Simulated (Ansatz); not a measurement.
# Quasiparticle gap of InGa3P4 (quasi-random alloy, started on the GaP lattice) (P1)

Aim: the quasiparticle gap of InGa3P4 (quasi-random alloy, started on the GaP lattice) (P1), starting from LDA.

Method: LDA, then G0W0 on it, plane waves, PAW, in Ansatz 0.2.0.

Most raw output is cut from this account.

## 1. The starting structure

The cell holds 32 atoms: 4 In, 12 Ga and 16 P. Cell: a = 9.523 Å, b = 9.517 Å, c = 9.526 Å, α = 109.5°, β = 109.5°, γ = 109.5°. It derives from GaP.

The structure was relaxed with LDA. The runs that relaxed it are not among those shown. The default PAW set here is soft_2. Its files were made with PBE.

## 2. Bands along the symmetry lines

Levels along a band path and on the mesh show where this functional puts the band edges.

This step: DFT, LDA, plane waves, PAW.

Input file input.yaml:

```yaml
crystal:
  lattice:
    - [-5.4989512258, 5.4978496501, -5.497210026]
    - [5.4935713785, 5.4927031726, 5.4974433958]
    - [5.501156881, -5.4980830199, -5.499649051]
  atoms:
    - { symbol: In, position: [0.0019455471, 0.0010466254, 0.003578631] }
    - { symbol: Ga, position: [0.2507487198, 0.5020930122, 0.2534092236] }
    - { symbol: In, position: [0.493890456, -0.0056853245, 0.4965840549] }
    - { symbol: In, position: [0.7480790816, 0.502157747, 0.7507311251] }
    - { symbol: Ga, position: [0.7481986708, 0.2526738037, 0.0104105937] }
    - { symbol: Ga, position: [-0.0016963278, 0.7480770981, 0.254647812] }
    - { symbol: Ga, position: [0.2479029264, 0.2519149273, 0.4996794271] }
    - { symbol: Ga, position: [0.4941550815, 0.7480833008, 0.7496998741] }
[... 20 atom lines left out ...]
    - { symbol: P, position: [0.2630613036, 0.0008523555, -0.0001740502] }
    - { symbol: P, position: [0.4954435286, 0.4973499763, 0.2461316096] }
    - { symbol: P, position: [0.7488661191, -0.0132329678, 0.4860968863] }
    - { symbol: P, position: [0.0132583397, 0.5145972471, 0.7478223322] }
kpoints:
  mp_grid: { grid: [4, 4, 4] }
  band_path:
    path:
      - [[0.0, 0.0, 0.0], [0.5, 0.0, 0.0]]
      - [[0.0, 0.5, 0.0], [0.0, 0.0, 0.0], [0.0, 0.0, 0.5]]
      - [[0.5, 0.5, 0.5], [0.0, 0.0, 0.0]]
    npoints: 10
hamiltonian:
  xc: lda
scf:
  occupations: { method: fermi_dirac, width: 0.02 }
  n_extra_bands: 14
output:
  eigenvalues: true
  write_density: true
  write_potential: true
  elf: true
  volumetric_format: npy
```

Started as:

```sh
> ansatz run input.yaml --threads 2 --pin off --max-ram 92160MiB --backend cuda --events-out ev --progress --plain --runs-dir out --devices 1 --max-vram 13GiB  # rebuilt from the run's record
```

It took 16 s on 1 × NVIDIA H100 80GB HBM3 (shared by 6 runs) with 2 threads of AMD EPYC 7R13 (Zen 3), shared host; peak memory 2.2 GiB.

Numbers from this step:

```
filled bands         : 144
gap                  : 1.314 eV
valence top at       : Γ
conduction bottom at : R
least direct gap     : 1.363 eV
```

Over mesh and path the gap is 1.314 eV, in a supercell, where edges may be folded.

Electronic bands along the path, in eV, zero at the top of the highest nominally filled band:

```csv
point,band 141,band 142,band 143,band 144,band 145,band 146,band 147,band 148
Γ,-1.03,-0.05,-0.03,0.00,1.36,1.39,1.41,1.43
halfway,-1.03,-0.70,-0.40,-0.09,1.63,1.68,1.73,2.06
X,-1.28,-1.13,-0.37,-0.25,1.87,2.09,2.31,2.46
jump to Y,-1.29,-1.02,-0.37,-0.25,1.86,2.07,2.33,2.38
halfway,-0.96,-0.70,-0.42,-0.09,1.61,1.71,1.74,2.05
Γ,-1.03,-0.05,-0.03,0.00,1.36,1.39,1.41,1.43
halfway,-1.05,-0.70,-0.39,-0.09,1.63,1.68,1.72,2.05
Z,-1.30,-1.17,-0.39,-0.23,1.84,2.14,2.41,2.47
jump to R,-1.06,-1.05,-1.00,-0.89,1.31,1.37,1.46,1.57
halfway,-0.69,-0.63,-0.57,-0.48,1.75,1.81,1.88,1.97
Γ,-1.03,-0.05,-0.03,0.00,1.36,1.39,1.41,1.43
```

ELF in the ac plane at fractional y = 0.001, with atoms of In and Ga and P within 0.2 Å of it. It is the smooth field of the valence electrons, not physical close to the nuclei.

Values, 13 rows by 16 columns, each cell a mean:
```
0.14 0.29 0.77 0.58 0.48 0.71 0.32 0.07 0.15 0.19 0.12 0.04 0.03 0.17 0.25 0.13
0.21 0.27 0.57 0.73 0.63 0.42 0.32 0.52 0.64 0.69 0.44 0.08 0.04 0.15 0.21 0.23
0.05 0.09 0.28 0.22 0.10 0.24 0.71 0.58 0.17 0.65 0.48 0.06 0.03 0.06 0.09 0.08
0.02 0.13 0.25 0.11 0.13 0.36 0.83 0.48 0.47 0.71 0.30 0.03 0.03 0.05 0.05 0.03
0.03 0.14 0.25 0.24 0.23 0.34 0.62 0.71 0.59 0.39 0.20 0.25 0.39 0.47 0.32 0.08
0.02 0.06 0.10 0.10 0.06 0.12 0.27 0.22 0.13 0.23 0.45 0.71 0.53 0.75 0.57 0.11
0.03 0.05 0.04 0.02 0.03 0.16 0.26 0.05 0.03 0.23 0.75 0.43 0.08 0.64 0.43 0.05
0.44 0.48 0.28 0.06 0.04 0.18 0.23 0.22 0.23 0.35 0.74 0.75 0.79 0.63 0.21 0.24
0.51 0.73 0.48 0.07 0.04 0.11 0.17 0.17 0.13 0.18 0.44 0.48 0.32 0.28 0.54 0.69
0.11 0.64 0.38 0.04 0.02 0.03 0.04 0.03 0.02 0.11 0.25 0.11 0.08 0.29 0.83 0.35
0.79 0.60 0.21 0.09 0.15 0.21 0.16 0.05 0.03 0.16 0.26 0.17 0.19 0.43 0.77 0.74
0.28 0.25 0.30 0.56 0.61 0.70 0.53 0.12 0.03 0.11 0.21 0.21 0.16 0.21 0.42 0.42
0.02 0.19 0.58 0.67 0.12 0.56 0.57 0.10 0.02 0.03 0.05 0.04 0.03 0.12 0.25 0.12
```
Columns run along a (9.5 Å), rows up along c (9.5 Å). Atoms in or near the plane, at fractional coordinates: In at (0.00, 0.00), In at (0.49, 0.50), Ga at (0.75, 0.25), Ga at (0.25, 0.75), P at (0.00, 0.26), P at (0.50, 0.76), P at (0.26, 0.00), P at (0.75, 0.49).

Valence density in the ac plane at fractional y = 0.001, with atoms of In and Ga and P within 0.2 Å of it. It is the smooth field of the valence electrons, not physical close to the nuclei.

Values in e/Å³, 13 rows by 16 columns, each cell a mean:
```
 4  1  0  1  1  0  0  0  0  0  0  0  0  0  1  4
 0  0  0  0  1  0  0  0  0  0  0  0  0  0  0  0
 0  0  0  3 12  1  0  1  0  1  0  0  0  0  0  0
 0  0  0  8 15  1  1  1  1  0  0  0  0  0  0  0
 0  0  0  0  0  0  0  1  1  0  0  0  0  0  0  0
 0  0  0  0  0  0  0  2  4  1  0  0  1  1  0  0
 0  0  0  0  0  0  1  7  8  1  1  1  0  1  0  0
 0  0  0  0  0  0  0  2  1  0  0  1  1  0  0  0
 1  1  0  0  0  0  0  0  0  0  0  1  1  0  0  0
 0  1  0  0  0  0  0  0  0  0  0 10 21  1  1  1
 1  0  0  0  0  0  0  0  0  0  0  3  3  0  0  1
 1  1  0  0  0  0  0  0  0  0  0  0  0  0  0  1
 8  2  0  1  0  1  0  0  0  0  0  0  0  0  0  4
```
Columns run along a (9.5 Å), rows up along c (9.5 Å). Atoms in or near the plane, at fractional coordinates: In at (0.00, 0.00), In at (0.49, 0.50), Ga at (0.75, 0.25), Ga at (0.25, 0.75), P at (0.00, 0.26), P at (0.50, 0.76), P at (0.26, 0.00), P at (0.75, 0.49).

## 3. The quasiparticle correction

G0W0 replaces the xc potential by a self-energy built once from the orbitals of the start. Levels are corrected in the window of bands that the input names, at points of the mesh.

This step: G0W0 on LDA, plane waves, PAW.

input.yaml: that of step 2 with these lines changed.

```diff
@@ -39,9 +39,3 @@
 kpoints:
-  mp_grid: { grid: [4, 4, 4] }
-  band_path:
-    path:
-      - [[0.0, 0.0, 0.0], [0.5, 0.0, 0.0]]
-      - [[0.0, 0.5, 0.0], [0.0, 0.0, 0.0], [0.0, 0.0, 0.5]]
-      - [[0.5, 0.5, 0.5], [0.0, 0.0, 0.0]]
-    npoints: 10
+  mp_grid: { grid: [2, 2, 2] }
 hamiltonian:
@@ -49,9 +43,8 @@
 scf:
-  occupations: { method: fermi_dirac, width: 0.02 }
-  n_extra_bands: 14
-output:
-  eigenvalues: true
-  write_density: true
-  write_potential: true
-  elf: true
-  volumetric_format: npy
+  occupations: { method: fixed }
+gw:
+  n_empty_bands: 883
+  ecut_chi: 70.0
+  qp_bands: [v4, c4]
+  qp_kpoints: band_edges
+  screening: { model: contour_deformation }
```

Elapsed: 90 s, on 1 × NVIDIA H100 80GB HBM3 (shared by 6 runs) with 2 threads; peak memory 4.2 GiB; 2.1 min of CPU time.

This step gave:

```yaml
bands_summed: 1027
rpa_eps_infinity_on_this_mesh_eigenvalues: 12.86, 12.93, 12.99
plane_waves_in_the_screening_matrix: 935
q_points_in_the_mesh: 8
g0w0_gap_over_the_corrected_points: 1.857 eV
k_of_the_valence_top: 0, 0, 0
k_of_the_conduction_bottom: 0, 0, 0
starting_gap_on_the_mesh: 1.312 eV
z_at_the_valence_top: 0.7605
z_at_the_conduction_bottom: 0.7860
least_direct_g0w0_gap_over_the_corrected_points: 1.857 eV
```

Over all 8 irreducible mesh points the G0W0 gap is 1.857 eV, in a supercell, where edges may be folded. The LDA gap of this run on the mesh is 1.312 eV. Other states bound it: the two that bound the G0W0 gap lie 1.424 eV apart in LDA, so state for state the correction is 1.857 − 1.424 = +0.433 eV, while gap against gap it is 1.857 − 1.312 = +0.545 eV. The start of this run differs from the step before in mesh (4×4×4 and 2×2×2).

Labels follow the order of the start: v1 is the top filled band, c1 the lowest empty one; levels that stay degenerate share a row, the window can cut a multiplet, doubted levels are not marked in this list, bands outside the window were not corrected, and the list may be a part of the corrected levels. The levels before and after the correction (eV, zero at the valence-band top of each column):

|  | conduction bottom | valence top |
| --- | --- | --- |
| Kohn-Sham | 1.31 | 0.00 |
| G0W0 | 1.86 | 0.00 |

|  | level | occupation | energy (eV) |
| --- | --- | --- | --- |
| Kohn-Sham | Γ v4 | 2 | -1.027 |
| Kohn-Sham | Γ v3 | 2 | -0.048 |
| Kohn-Sham | Γ v2 | 2 | -0.032 |
| Kohn-Sham | Γ v1 | 2 | 0.000 |
| Kohn-Sham | Γ c1 | 0 | 1.362 |
| Kohn-Sham | Γ c2 | 0 | 1.386 |
| Kohn-Sham | Γ c3 | 0 | 1.405 |
| Kohn-Sham | Γ c4 | 0 | 1.424 |
| G0W0 | Γ v4 | 2 | -1.074 |
| G0W0 | Γ v3 | 2 | -0.052 |
| G0W0 | Γ v2 | 2 | -0.035 |
| G0W0 | Γ v1 | 2 | 0.000 |
| G0W0 | Γ c1 | 0 | 2.160 |
| G0W0 | Γ c2 | 0 | 1.886 |
| G0W0 | Γ c3 | 0 | 1.875 |
| G0W0 | Γ c4 | 0 | 1.857 |

The parts of the quasiparticle energy for the two states that bound the G0W0 gap, in eV on the run's own scale (QP = start + Σx + Σc − Vxc, with Σc at the quasiparticle energy):

| edge | k | band | start | Σx | Σc | Vxc | Z | QP |
| --- | --- | --- | --- | --- | --- | --- | --- | --- |
| valence top | Γ | 144 | 7.279 | −17.131 | 1.411 | −15.648 | 0.760 | 7.207 |
| conduction bottom | Γ | 148 | 8.703 | −7.147 | −3.670 | −11.177 | 0.786 | 9.063 |

## 4. Spin-orbit coupling in LDA

This run has two-component orbitals with spin-orbit coupling.

This step: DFT, LDA with spin-orbit coupling, plane waves, PAW.

input.yaml: that of step 3 with these lines changed.

```diff
@@ -39,3 +39,11 @@
 kpoints:
-  mp_grid: { grid: [2, 2, 2] }
+  mp_grid: { grid: [4, 4, 4] }
+  band_path:
+    path:
+      - [0.0, 0.0, 0.0]
+      - [0.5, 0.0, 0.0]
+      - [0.0, 0.5, 0.0]
+      - [0.0, 0.0, 0.5]
+      - [0.5, 0.5, 0.5]
+    npoints: 1
 hamiltonian:
@@ -44,7 +52,11 @@
   occupations: { method: fixed }
-gw:
-  n_empty_bands: 883
-  ecut_chi: 70.0
-  qp_bands: [v4, c4]
-  qp_kpoints: band_edges
-  screening: { model: contour_deformation }
+  n_extra_bands: 28
+magnetization:
+  noncollinear: true
+  spin_orbit: true
+output:
+  eigenvalues: true
+  write_density: true
+  write_potential: true
+  elf: true
+  volumetric_format: npy
```

The job ended after 43 s (1 × NVIDIA H100 80GB HBM3 (shared by 6 runs) with 2 threads; peak memory 6.3 GiB; 34 s of CPU time).

Numbers from this step:

| Property | Result |
| --- | --- |
| gap | 1.291 eV |
| valence top at | Γ |
| conduction bottom at | R |
| least direct gap | 1.342 eV |

Over mesh and listed points the gap is 1.291 eV, in a supercell, where edges may be folded. LDA+SOC against LDA: 1.291 − 1.314 = −0.023 eV, with the same mesh, set of files (read in its fully relativistic form for the spin-orbit run) and cutoff, and both edges at the same k points. The spin-orbit run sees mesh and listed points alone, so its gap is an upper bound: the coupling can move an edge off these points, the more so as this crystal has no centre of inversion, and the change over the zone, its sign included where it is small, is not known.

## 5. Side by side

Each gap is the least one over the points named; times are wall times on shared hosts, not benchmarks. A G0W0 time includes the run's own self-consistent start. Runs with listed points see these and the mesh alone, so an edge that moves elsewhere is missed. Rows marked * are further runs, not shown as steps, whose inputs differ from the G0W0 step on the same start in the columns given; solver thresholds can differ too.

| level | mesh | files, cutoff | bands summed, screening | points | gap (eV) | valence top | conduction bottom | least direct gap (eV) | time |
| --- | --- | --- | --- | --- | --- | --- | --- | --- | --- |
| LDA | 4×4×4 | soft_2 PAW, 420 eV | - | mesh and path | 1.314 | Γ | (0.500, 0.500, 0.500) | 1.363 | 16 s |
| LDA+SOC | 4×4×4 | soft_2 PAW, 420 eV | - | mesh and listed points | 1.291 | Γ | (0.500, 0.500, 0.500) | 1.342 | 43 s |
| G0W0@LDA* | 2×2×2 | soft_2 PAW, 420 eV | 367, 28 eV | all 8 irreducible mesh points | 1.688 | Γ | Γ | 1.688 | 34 s |
| G0W0@LDA | 2×2×2 | soft_2 PAW, 420 eV | 1027, 70 eV | all 8 irreducible mesh points | 1.857 | Γ | Γ | 1.857 | 90 s |

## 6. Summary of results

- LDA gap over mesh and path: 1.314 eV, in a supercell, where edges may be folded
- G0W0@LDA gap over all 8 irreducible mesh points: 1.857 eV, in a supercell, where edges may be folded
- LDA+SOC gap over mesh and listed points: 1.291 eV
- GW settings: 2×2×2 mesh, 883 empty bands, screening to 70 eV
- known limits: finite bands, screening cutoff and k mesh; no spin-orbit coupling in G0W0; d shells not analysed; screening cutoff under 40 eV in some runs

What this shows: Over all 8 irreducible mesh points the G0W0 gap is 1.857 eV, in a supercell, where edges may be folded. The LDA gap of this run on the mesh is 1.312 eV. Other states bound it: the two that bound the G0W0 gap lie 1.424 eV apart in LDA, so state for state the correction is 1.857 − 1.424 = +0.433 eV, while gap against gap it is 1.857 − 1.312 = +0.545 eV. The valence state moves by 7.207 − 7.279 = −0.072 eV and the conduction state by 9.063 − 8.703 = +0.360 eV, on the run's own scale; with 367 bands the edge states move by +0.478 and +0.743 eV, so the split between the edges depends on the bands and cutoff. No level off the mesh was corrected, so the G0W0 gap over the whole zone is not known from these runs. From 367 bands and 28 eV to 1027 bands and 70 eV the gap moves by 1.857 − 1.688 = +0.169 eV; bands and screening cutoff rise together, so their parts are not told apart. Two runs can't test a law of convergence, so the limit is not known. LDA+SOC against LDA: 1.291 − 1.314 = −0.023 eV, with the same mesh, set of files (read in its fully relativistic form for the spin-orbit run) and cutoff, and both edges at the same k points. The spin-orbit run sees mesh and listed points alone, so its gap is an upper bound: the coupling can move an edge off these points, the more so as this crystal has no centre of inversion, and the change over the zone, its sign included where it is small, is not known. What spin-orbit coupling does to the G0W0 levels was not computed, so no sum with the G0W0 gap is formed. The G0W0 runs are scalar-relativistic. One-shot GW is known to converge slowly in bands for compounds with shallow d shells. The cell holds Ga and In; the filling of the d shell and its place against the gap were not analysed here. No pair of G0W0 runs that differ in the mesh alone is shown (2×2×2 is a supercell whose nearest images lie 19 Å apart), so the error from the mesh is not known here. G0W0 is shown with one set of atomic data (soft_2 PAW), so the error from the files is not known here. A screening cutoff under 40 eV is crude: G0W0@LDA with 367 bands at 28 eV.

[Paths, hosts, dates, memory and timing lines, banners, echoed tables and standing remarks are left out of the program output.]

[Logs are printed without paths, hosts, clocks, repeated set-up lines and the standing remarks that a program may print on its own settings, such as how far it seeks lower states.]

[Runs of the session that timed out or met a known fault of the program may be left out.]

[Cells called generated may have been cut or substituted from an entry of the Crystallography Open Database or the Materials Project.]

[Hosts, paths, dates, database ids (printed as entryN), source tags and the programs' standing remarks are cut or masked in the printed files.]

[Where an RPA ε∞ is given, it is that of the G0W0 mesh and is not shown converged in it. Names of k-points follow the symmetry that the program found, which can be lower than the space group named. Band edges on a path are those of the sampled points; other points can move an edge, and change direct to indirect where valleys lie close.]

[Hybrid gaps are those of their k-mesh and are not shown converged in it.]
